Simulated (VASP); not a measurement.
# Ga2O3 (C2/m) in VASP: a series of runs

The runs below take Ga2O3 through band structure, with PBEsol, r2SCAN.

All numbers are computed with VASP 6.6.1; they aren't measurements. Logs are shortened: lines on timing, memory, paths and dates and some standing lists are left out, and cuts for length are marked.

### 1 Starting point

Symmetry: C2/m, No. 12, monoclinic system. The conventional cell has a = 12.274 Å, b = 3.049 Å, c = 5.812 Å, α = 90.00°, β = 103.72°, γ = 90.00°. Ga (site symmetry m) has 4 O at 1.84 to 1.87 Å as nearest neighbours. Ga (site symmetry m) has 6 O at 1.94 to 2.08 Å as nearest neighbours. Around O (site symmetry m) lie 3 Ga at 1.84 to 1.95 Å. Around O (site symmetry m) lie 4 Ga at 1.87 to 2.08 Å. Around O (site symmetry m) lie 3 Ga at 1.84 to 1.94 Å.

### 2 Band structure, PBEsol

The input, INCAR:

```
SYSTEM = Ga2O3
PREC = Accurate ; ENCUT = 520
EDIFF = 1E-6 ; ISMEAR = 0
SIGMA = 0.03 ; LREAL = .False.
LASPH = .True. ; NELM = 80
ALGO = Normal ; ISIF = 2
LWAVE = .False. ; LCHARG = .False.
GGA = PS ; NBANDS = 55
ICORELEVEL = 1 ; KPAR = 4
```

The input, KPOINTS:

```
Automatic mesh
0
Gamma
  10 10 6
  0 0 0
```

The input, POSCAR:

```
Ga2O3                                   
1.0
    6.1372135066     -1.5245740791      0.0077636024
    6.1372135066      1.5245740791      0.0077636024
   -1.3856956690      0.0000000000      5.6439506799
  Ga              O             
     4     6
Direct
     0.0904460712728817    0.0904460712728817    0.7951699098881900
     0.9095539287271183    0.9095539287271183    0.2048300901118099
     0.6587144043756198    0.6587144043756198    0.3141629936152404
     0.3412855956243802    0.3412855956243802    0.6858370063847595
     0.1652143760921523    0.1652143760921523    0.1093128317958439
     0.8347856239078477    0.8347856239078477    0.8906871682041562
     0.1732094773292245    0.1732094773292245    0.5628329862863374
     0.8267905226707757    0.8267905226707757    0.4371670137136625
     0.4962355413631818    0.4962355413631818    0.2560002972435891
     0.5037644586368184    0.5037644586368184    0.7439997027564108
```

The input, KPOINTS_OPT:

```
explicit points
78
Reciprocal
 0.0000000000  0.5000000000  0.0000000000 1
 0.0000000000  0.4444444444  0.0000000000 1
 0.0000000000  0.3888888889  0.0000000000 1
 0.0000000000  0.3333333333  0.0000000000 1
 0.0000000000  0.2777777778  0.0000000000 1
 0.0000000000  0.2222222222  0.0000000000 1
 0.0000000000  0.1666666667  0.0000000000 1
 0.0000000000  0.1111111111  0.0000000000 1
 0.0000000000  0.0555555556  0.0000000000 1
 0.0000000000  0.0000000000  0.0000000000 1
 0.0000000000  0.0000000000  0.0000000000 1
 0.0000000000  0.0000000000 -0.0555555556 1
 0.0000000000  0.0000000000 -0.1111111111 1
 0.0000000000  0.0000000000 -0.1666666667 1
 0.0000000000  0.0000000000 -0.2222222222 1
 0.0000000000  0.0000000000 -0.2777777778 1
 0.0000000000  0.0000000000 -0.3333333333 1
 0.0000000000  0.0000000000 -0.3888888889 1
 0.0000000000  0.0000000000 -0.4444444444 1
 0.0000000000  0.0000000000 -0.5000000000 1
 0.0000000000  0.5000000000 -0.5000000000 1
 0.0000000000  0.4444444444 -0.4444444444 1
 0.0000000000  0.3888888889 -0.3888888889 1
 0.0000000000  0.3333333333 -0.3333333333 1
 0.0000000000  0.2777777778 -0.2777777778 1
 0.0000000000  0.2222222222 -0.2222222222 1
 0.0000000000  0.1666666667 -0.1666666667 1
 0.0000000000  0.1111111111 -0.1111111111 1
 0.0000000000  0.0555555556 -0.0555555556 1
 0.0000000000  0.0000000000  0.0000000000 1
 0.0000000000  0.0000000000  0.0000000000 1
-0.0555555556 -0.0555555556  0.0555555556 1
-0.1111111111 -0.1111111111  0.1111111111 1
-0.1666666667 -0.1666666667  0.1666666667 1
-0.2222222222 -0.2222222222  0.2222222222 1
-0.2777777778 -0.2777777778  0.2777777778 1
-0.3333333333 -0.3333333333  0.3333333333 1
-0.3888888889 -0.3888888889  0.3888888889 1
-0.4444444444 -0.4444444444  0.4444444444 1
-0.5000000000 -0.5000000000  0.5000000000 1
-0.5000000000  0.0000000000  0.5000000000 1
-0.4444444444  0.0000000000  0.4444444444 1
-0.3888888889  0.0000000000  0.3888888889 1
-0.3333333333  0.0000000000  0.3333333333 1
-0.2777777778  0.0000000000  0.2777777778 1
-0.2222222222  0.0000000000  0.2222222222 1
-0.1666666667  0.0000000000  0.1666666667 1
-0.1111111111  0.0000000000  0.1111111111 1
-0.0555555556  0.0000000000  0.0555555556 1
 0.0000000000  0.0000000000  0.0000000000 1
 0.0000000000  0.0000000000  0.0000000000 1
-0.0555555556 -0.0555555556  0.0000000000 1
-0.1111111111 -0.1111111111  0.0000000000 1
-0.1666666667 -0.1666666667  0.0000000000 1
-0.2222222222 -0.2222222222  0.0000000000 1
-0.2777777778 -0.2777777778  0.0000000000 1
-0.3333333333 -0.3333333333  0.0000000000 1
-0.3888888889 -0.3888888889  0.0000000000 1
-0.4444444444 -0.4444444444  0.0000000000 1
-0.5000000000 -0.5000000000  0.0000000000 1
-0.5000000000  0.0000000000  0.0000000000 1
-0.4444444444  0.0000000000  0.0000000000 1
-0.3888888889  0.0000000000  0.0000000000 1
-0.3333333333  0.0000000000  0.0000000000 1
-0.2777777778  0.0000000000  0.0000000000 1
-0.2222222222  0.0000000000  0.0000000000 1
-0.1666666667  0.0000000000  0.0000000000 1
-0.1111111111  0.0000000000  0.0000000000 1
-0.0555555556  0.0000000000  0.0000000000 1
 0.0000000000  0.0000000000  0.0000000000 1
 0.0000000000  0.0000000000  0.0000000000 1
 0.0000000000  0.5000000000 -0.5000000000 1
-0.5000000000 -0.5000000000  0.0000000000 1
-0.5000000000  0.0000000000  0.5000000000 1
-0.5000000000  0.0000000000  0.0000000000 1
 0.0000000000  0.5000000000  0.0000000000 1
 0.0000000000  0.0000000000 -0.5000000000 1
-0.5000000000 -0.5000000000  0.5000000000 1
```

Potentials or basis: VASP PAW PBE potentials, release 64 (Ga_d, O).

Run with:

```console
$ cat potpaw_PBE.64/Ga_d/POTCAR potpaw_PBE.64/O/POTCAR > POTCAR
$ mpirun -np 4 vasp_std > vasp.out
```

OUTCAR:

```text
SYSTEM = Ga2O3
   PREC = Accurate
   ENCUT = 520
   EDIFF = 1E-6
   ISMEAR = 0
   LREAL = .False.
   LASPH = .True.
   NELM = 80
   ISIF = 2
   GGA = PS

 ion  position               nearest neighbor table
   1  0.090  0.090  0.795-   5 1.84  10 1.84  10 1.84   7 1.87
   2  0.910  0.910  0.205-   6 1.84   9 1.84   9 1.84   8 1.87
   3  0.659  0.659  0.314-   9 1.94   5 1.95   5 1.95   8 2.02   7 2.08   7 2.08
   4  0.341  0.341  0.686-  10 1.94   6 1.95   6 1.95   7 2.02   8 2.08   8 2.08
   5  0.165  0.165  0.109-   1 1.84   3 1.95   3 1.95
   6  0.835  0.835  0.891-   2 1.84   4 1.95   4 1.95
   7  0.173  0.173  0.563-   1 1.87   4 2.02   3 2.08   3 2.08
   8  0.827  0.827  0.437-   2 1.87   3 2.02   4 2.08   4 2.08
   9  0.496  0.496  0.256-   2 1.84   2 1.84   3 1.94
  10  0.504  0.504  0.744-   1 1.84   1 1.84   4 1.94

  LATTYP: Found a base centered monoclinic cell.
 ALAT       =    12.2744368342
 B/A-ratio  =     0.2484145056
 C/A-ratio  =     0.4734692813
 COS(beta)  =    -0.2372087458

  Lattice vectors:

 A1 = (   6.1372135066,  -1.5245740791,   0.0077636024)
 A2 = (   6.1372135066,   1.5245740791,   0.0077636024)
 A3 = (  -1.3856956690,   0.0000000000,   5.6439506799)

Analysis of symmetry for initial positions (statically):
=====================================================================
 Subroutine PRICEL returns:
 Original cell was already a primitive cell.

 Routine SETGRP: Setting up the symmetry group for a
 base centered monoclinic supercell.

 Subroutine GETGRP returns: Found  4 space group operations
 (whereof  4 operations were pure point group operations)
 out of a pool of  4 trial point group operations.

The static configuration has the point symmetry C_2h.

Analysis of symmetry for dynamics (positions and initial velocities):
=====================================================================
 Subroutine PRICEL returns:
 Original cell was already a primitive cell.

 Routine SETGRP: Setting up the symmetry group for a
 base centered monoclinic supercell.

 Subroutine GETGRP returns: Found  4 space group operations
 (whereof  4 operations were pure point group operations)
 out of a pool of  4 trial point group operations.

The dynamic configuration has the point symmetry C_2h.

 Subroutine INISYM returns: Found  4 space group operations
 (whereof  4 operations are pure point group operations),
 and found     1 'primitive' translations

----------------------------------------------------------------------------------------

                                     Primitive cell

  volume of cell :     105.6496

  direct lattice vectors                    reciprocal lattice vectors
     6.137213507 -1.524574079  0.007763602     0.081444903 -0.327960449  0.019996250
     6.137213507  1.524574079  0.007763602     0.081444903  0.327960449  0.019996250
    -1.385695669  0.000000000  5.643950680    -0.000224065  0.000000000  0.177125842

  length of vectors
     6.323746992  6.323746992  5.811568787     0.338513188  0.338513188  0.177125983

  position of ions in fractional coordinates (direct lattice)
     0.090446071  0.090446071  0.795169910
     0.909553929  0.909553929  0.204830090
     0.658714404  0.658714404  0.314162994
     0.341285596  0.341285596  0.685837006
     0.165214376  0.165214376  0.109312832
     0.834785624  0.834785624  0.890687168
     0.173209477  0.173209477  0.562832986
[... 69 lines left out ...]
 [... further k-points ...]
   k-points           NKPTS =    172   k-points in BZ     NKDIM =    172   number of bands    NBANDS=     55
   number of dos      NEDOS =    301   number of ions     NIONS =     10
   total plane-waves  NPLWV = 110592
   dimension x,y,z NGX =    48 NGY =   48 NGZ =   48
   dimension x,y,z NGXF=    96 NGYF=   96 NGZF=   96
   ions per type =               4   6
   NGX,Y,Z   is equivalent  to a cutoff of  12.62, 12.62, 13.73 a.u.
   NGXF,Y,Z  is equivalent  to a cutoff of  25.24, 25.24, 27.46 a.u.
 SYSTEM =  Ga2O3
   PREC   = accura    normal or accurate (medium, high low for compatibility)
   ISTART =      0    job   : 0-new  1-cont  2-samecut
   ICHARG =      2    charge: 1-file 2-atom 10-const
   ISPIN  =      1    spin polarized calculation?
   LNONCOLLINEAR =      F non collinear calculations
   LSORBIT =      F    spin-orbit coupling
   LASPH  =      T    aspherical Exc in radial PAW
   ENCUT  =  520.0 eV  38.22 Ry    6.18 a.u.  11.76 11.76 10.81*2*pi/ulx,y,z
   NELM   =     80;   NELMIN=  2; NELMDL= -5     # of ELM steps
   EDIFF  = 0.1E-05   stopping-criterion for ELM
   LREAL  =      F    real-space projection
   EDIFFG = 0.1E-04   stopping-criterion for IOM
   NSW    =      0    number of steps for IOM
   IBRION =     -1    ionic relax: 0-MD 1-quasi-New 2-CG
   NFREE  =      0    steps in history (QN), initial steepest desc. (CG)
   ISIF   =      2    stress and relaxation
   ISYM   =      2    0-nonsym 1-usesym 2-fastsym
   POTIM  = 0.5000    time-step for ionic-motion
   TEBEG  =    0.0;   TEEND  =   0.0 temperature during run
   PSTRESS=    0.0 pullay stress
   NELECT =      88.0000    total number of electrons
   NUPDOWN=      -1.0000    fix difference up-down
   EMIN   =  10.00;   EMAX   =-10.00  energy-range for DOS
   EFERMI =   0.00;   METHOD = LEGACY
   ISMEAR =     0;   SIGMA  =   0.03  broadening in eV -4-tet -1-fermi 0-gaus
   EFERMI_NEDOS =   21; number of points for ismear=-14 and -15
   IALGO  =     38    algorithm
   IMIX   =      4    mixing-type and parameters
     AMIX     =   0.40;   BMIX     =  1.00
     AMIX_MAG =   1.60;   BMIX_MAG =  1.00
  volume/ion in A,a.u.               =      10.56        71.30
  Fermi-wavevector in a.u.,A,eV,Ry     =   1.540328  2.910797 32.281309  2.372609
  Thomas-Fermi vector in A             =   2.646430
   LORBIT       =      0    0 simple, 1 ext, 2 COOP (PROOUT), +10 PAW based schemes
   GGA     = PS    functional components
   LHFCALC =     F    Hartree Fock is set to
   AEXX    =    0.0000 exact exchange contribution
   IVDW    =     0    specifies the selected vdW correction
   LEPSILON=     F    determine dielectric tensor
   LRPA    =     F    only Hartree local field effects (RPA)
 non-spin polarized calculation
 Gauss-broadening in eV      SIGMA  =   0.03
  energy-cutoff  :      520.00
  volume of cell :      105.65
 maximum number of plane-waves:      2870
   NGX = 23   NGY = 23   NGZ = 21

 number of electron      88.0000012 magnetization

 Free energy of the ion-electron system (eV)
  ---------------------------------------------------
  ext. energy  EPLUGINS =         0.00000000
  ---------------------------------------------------
  free energy    TOTEN  =       -63.89574451 eV

  energy without entropy =      -63.89574451  energy(sigma->0) =      -63.89574451

 the core state eigenenergies are
   1-  1s -10217.8994  2s  -1251.2766  2p  -1087.7324  3s   -137.7130  3p    -88.4661

   2-  1s -10217.8994  2s  -1251.2766  2p  -1087.7324  3s   -137.7130  3p    -88.4661

   3-  1s -10217.8162  2s  -1251.0992  2p  -1087.5639  3s   -137.5636  3p    -88.3166

   4-  1s -10217.8162  2s  -1251.0992  2p  -1087.5639  3s   -137.5636  3p    -88.3166

   5-  1s   -500.7001
   6-  1s   -500.7001
   7-  1s   -501.1227
   8-  1s   -501.1227
   9-  1s   -500.9012
  10-  1s   -500.9012

 E-fermi :   3.8827     XC(G=0): -11.8559

 val. band max:        3.6632097380   @ k =   0.5000   0.4000   0.5000
 cond. band min:       5.8839607196   @ k =   0.0000   0.0000   0.0000
 fundamental gap:      2.2207509816
 Fermi energy:         3.8826982130

 k-point     1 :       0.0000    0.0000    0.0000
  band No.  band energies     occupation
      1     -15.1850      2.00000
      2     -14.0017      2.00000
      3     -13.9775      2.00000
      4     -13.8669      2.00000
      5     -13.3902      2.00000
      6     -13.3814      2.00000
[... 1381 lines left out ...]
     54      14.8077      0.00000
     55      16.0349      0.00000

 [... further k-points ...]

------------------------ aborting loop because EDIFF is reached ----------------------------------------

  FORCE on cell =-STRESS in cart. coord.  units (eV):
  Direction    XX          YY          ZZ          XY          YZ          ZX
  --------------------------------------------------------------------------------------
  -------------------------------------------------------------------------------------
  Total        0.1194285      0.1282955      0.1195578      0.0000000      0.0000000      0.0069773
  in kB        1.8111346      1.9456027      1.8130952      0.0000000      0.0000000      0.1058103
  external PRESSURE =       1.8566108 kB  Pullay stress =       0.0000000 kB

 VOLUME and BASIS-vectors are now :
 -----------------------------------------------------------------------------
  energy-cutoff  :      520.00
  volume of cell :      105.65
      direct lattice vectors                 reciprocal lattice vectors
     6.137213507 -1.524574079  0.007763602     0.081444903 -0.327960449  0.019996250
     6.137213507  1.524574079  0.007763602     0.081444903  0.327960449  0.019996250
    -1.385695669  0.000000000  5.643950680    -0.000224065  0.000000000  0.177125842

 POSITION                                       TOTAL-FORCE (eV/Angst)
 -----------------------------------------------------------------------------------
      0.00831      0.00000      4.48930         0.000071      0.000000     -0.000499
     10.88042      0.00000      1.17017        -0.000071      0.000000      0.000499
      7.65001      0.00000      1.78335         0.001660      0.000000      0.000740
      3.23872      0.00000      3.87613        -0.001660      0.000000     -0.000740
      1.87644      0.00000      0.61952         0.004250      0.000000     -0.000316
      9.01229      0.00000      5.03996        -0.004250      0.000000      0.000316
      1.34613      0.00000      3.17929         0.000802      0.000000     -0.002994
      9.54260      0.00000      2.48019        -0.000802      0.000000      0.002994
      5.73627      0.00000      1.45256         0.001699      0.000000     -0.001044
      5.15246      0.00000      4.20692        -0.001699      0.000000      0.001044
 -----------------------------------------------------------------------------------
    total drift:                                0.000000      0.000000      0.000000

  FREE ENERGIE OF THE ION-ELECTRON SYSTEM (eV)
  ---------------------------------------------------
  free  energy   TOTEN  =       -63.8957445051 eV

  energy  without entropy=      -63.8957445051  energy(sigma->0) =      -63.89574451
```

It took 7.5 min on 4 MPI ranks of Intel Xeon Platinum 8559C (Emerald Rapids), shared host; peak memory 1.2 GiB.

What came out:

```
Free energy             : -63.8957 eV
Pressure                : 0.2 GPa
Largest force           : 0.004 eV/Å
Band gap on the k mesh  : 2.22 eV, indirect (least direct gap 2.24 eV)
Band gap along the path : 2.24 eV, indirect (least direct gap 2.24 eV)
```

Forces in eV/Å, atoms in the order of the input:
```
Ga   0.000  0.000  0.000
Ga   0.000  0.000  0.000
Ga   0.002  0.000  0.001
Ga  -0.002  0.000 -0.001
O    0.004  0.000  0.000
O   -0.004  0.000  0.000
O    0.001  0.000 -0.003
O   -0.001  0.000  0.003
O    0.002  0.000 -0.001
O   -0.002  0.000  0.001
```

Levels at the corners of the path, in eV from the valence-band top:
```csv
point,band 42,band 43,band 44,band 45,band 46,band 47
X,-0.71,-0.46,-0.10,5.48,6.36,7.07
Γ,-0.48,-0.28,-0.01,2.24,5.54,6.54
Γ,-0.48,-0.28,-0.01,2.24,5.54,6.54
Y,-0.64,-0.50,-0.29,4.62,4.76,6.57
L,-1.05,-0.73,-0.64,6.74,6.77,7.67
Γ,-0.48,-0.28,-0.01,2.24,5.54,6.54
Γ,-0.48,-0.28,-0.01,2.24,5.54,6.54
Z,-0.61,-0.59,0.00,5.03,5.16,6.08
N,-1.05,-0.73,-0.64,6.74,6.77,7.67
Γ,-0.48,-0.28,-0.01,2.24,5.54,6.54
Γ,-0.48,-0.28,-0.01,2.24,5.54,6.54
M,-0.67,-0.41,-0.14,4.43,4.67,5.64
R,-0.71,-0.46,-0.10,5.48,6.36,7.07
Γ,-0.48,-0.28,-0.01,2.24,5.54,6.54
```

Core levels (eV, on the scale of the bands):
```
atom                                                    levels
1 Ga  1s -10217.9, 2s -1251.3, 2p -1087.7, 3s -137.7, 3p -88.5
2 Ga  1s -10217.9, 2s -1251.3, 2p -1087.7, 3s -137.7, 3p -88.5
3 Ga  1s -10217.8, 2s -1251.1, 2p -1087.6, 3s -137.6, 3p -88.3
4 Ga  1s -10217.8, 2s -1251.1, 2p -1087.6, 3s -137.6, 3p -88.3
 5 O                                                 1s -500.7
 6 O                                                 1s -500.7
```

Caveat: the PAW data sets were made with another functional, which shifts forces and pressure a little.

(Continued in part 2 of 3.)
